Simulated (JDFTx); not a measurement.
KBr:

```xyz
2
Lattice="0.0000 3.3000 3.3000 3.3000 0.0000 3.3000 3.3000 3.3000 0.0000" Properties=species:S:1:pos:R:3 pbc="T T T"
Br    3.3000    3.3000    3.3000
K     0.0000    0.0000    0.0000
```

* Program: JDFTx 1.7.0 (patched build)
* Task: relaxation of cell and atoms
* Functional: LDA
* Potentials or basis: PseudoDojo-SR-LDA-0.4.1-standard
* Cutoff: 980 eV
* Density cutoff: 7837 eV
* k mesh: 6 × 6 × 6
* Occupations: fermi-dirac, width 0.05 eV
* Spin: no spin polarisation

At the start: pressure -1.7 GPa; volume 35.94 Å³/atom.

How do energy, volume and symmetry change on relaxing?

Over 7 steps the energy falls by 20.9 meV/atom and the volume is 32.31 Å³/atom (-10.1 %); space group Fm-3m (No. 225, to 0.05 Å).

The path:
```
step  energy change (eV)  largest force (eV/Å)  pressure (GPa)  volume (Å³)
   1              0.0000                0.0000           -1.66        71.87
   2             -0.0137                0.0000           -1.42        70.45
   3             -0.0408                0.0000            0.33        63.62
   4             -0.0418                0.0000           -0.03        64.70
   5             -0.0418                0.0000            0.00        64.62
   6             -0.0418                0.0000            0.00        64.62
   7             -0.0418                0.0000            0.00        64.61
```

Final structure:
```
CELL_PARAMETERS angstrom
0.00000 3.18493 3.18493
3.18493 0.00000 3.18493
3.18493 3.18493 0.00000
ATOMIC_POSITIONS crystal
Br 0.50000 0.50000 0.50000
K 0.00000 0.00000 0.00000
```

Caveat: the plane waves are those of the starting cell, so after so large a change of volume the result is rough; the volume moved by -10 % from the deposited cell, more than functionals usually miss.
